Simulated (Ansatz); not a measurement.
Below is a relaxed structure of BeS. The cell was found from a structure generator's guess, not taken from experiment.

Computed with Ansatz 0.2.0, DFT PBE, scalar-relativistic, plane waves, PAW. Cutoff 420 eV, Γ-centred mesh, Gaussian smearing, no spin polarisation.

```xyz
6
Lattice="4.3584 0.0000 0.0000 0.0000 4.3584 0.0000 0.0000 0.0000 5.7076" Properties=species:S:1:pos:R:3 pbc="T T T"
Be    0.0000    0.0000    1.0979
Be    2.1792    0.0000    0.1427
Be    0.0000    2.1792    0.1427
S     0.0000    0.0000    3.2336
S     2.1792    0.0000    3.8257
S     0.0000    2.1792    3.8257
```

Energies over the elements count from the elements' standard structures at the same level, with no fitted energy shifts.

Question: Find its symmetry and describe it.

Answer: P4mm (No. 99). Conventional cell: a = 4.358 Å, c = 5.708 Å. Around Be on a site of symmetry 4mm lie 1 S at 2.14 Å and 4 Be at 2.38 Å; Be on a site of symmetry 2mm has 1 S at 2.02 Å and 2 Be at 2.38 Å; S on a site of symmetry 4mm has 1 Be at 2.14 Å and 4 S at 2.26 Å; around S on a site of symmetry 2mm lie 1 Be at 2.02 Å and 2 S at 2.26 Å.

Question: How far does it lie from the elements in energy?

Answer: +0.71 eV/atom. The separate elements lie lower, so it is unstable against them.

Question: Is it a metal?

Answer: Yes, bands cross the Fermi level on the 10×10×8 mesh.

The last run used a 10×10×8 mesh (in the run's order of axes) for its 6-atom cell and Gaussian smearing of 0.10 eV. The cell is a metal run without spin; a magnetic state may lie lower. The reference form of S is held partly by dispersion forces, which this level lacks. Symmetry constrained the relaxation, so the result can be a saddle point. Another cell of BeS relaxed alike, in F-43m (a cell as deposited in COD), lies 1.78 eV/atom lower, so this cell isn't the stable form at this level.
